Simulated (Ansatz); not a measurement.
**GaN: equation of state with PBE**

Crystal: GaN.

```
Ga N
1.0
     0.00000    2.25350    2.25350
     2.25350    0.00000    2.25350
     2.25350    2.25350    0.00000
Ga N
1 1
Direct
  0.00000 0.00000 0.00000
  0.25000 0.25000 0.25000
```

The cell is a database's computed one.

- Program: Ansatz 0.2.0
- Task: equation of state
- Functional: PBE
- Potentials or basis: all-electron LAPW, scalar-relativistic
- Basis error allowed: 0.0005 eV/atom
- k mesh: 10 × 10 × 10
- Occupations: fermi-dirac, width 0.05 eV
- Spin: no spin polarisation

```yaml
Equilibrium_volume: 11.76 Å³/atom
Bulk_modulus: 172 GPa
Pressure_derivative_of_the_bulk_modulus: 4.4
```

Energy against volume, from the lowest point:
```tsv
volume (Å³/atom)	energy (meV/atom)
10.757	53.24
10.986	30.34
11.215	14.29
11.444	4.38
11.673	0.00
11.902	0.60
12.131	5.69
```

All runs of the series together: 2.8 min on 1 thread of AMD EPYC 7R43 64-Core Processor (Zen 3), with other jobs on the host.
